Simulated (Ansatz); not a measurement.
**BeS (F-43m)**

Theory: DFT PBE, scalar-relativistic, plane waves, PAW in Ansatz.

Plane waves to 420 eV, a k mesh through Γ of 8×8×8 on the computed 2-atom cell and Gaussian smearing (0.02 eV); no spin polarisation.

The structure is relaxed at this level of theory with its symmetry kept, and needn't be the ground state of this composition.

```
CELL_PARAMETERS angstrom
0.00000 2.43792 2.43792
2.43792 0.00000 2.43792
2.43792 2.43792 0.00000
ATOMIC_POSITIONS crystal
Be 0.00000 0.00000 0.00000
S 0.25000 0.25000 0.25000
```

- Space group: F-43m (No. 216)
- Volume per atom: 14.49 Å³
- Formation energy from the elements' standard states (uncorrected): -1.070 eV/atom
- Kohn–Sham band gap: 3.14 eV
- Orbital (Löwdin) character of the top 1 eV of the valence band: S 3p 93 %, unprojected 6 %
- Bulk modulus: 93 GPa
- Its pressure derivative: 3.8
- Bader charge by site (e): Be (1 in the cell) 1.62, S (1 in the cell) -1.62

It was relaxed from a cell as deposited in COD. Kohn–Sham gaps at this level usually fall short of measured ones.
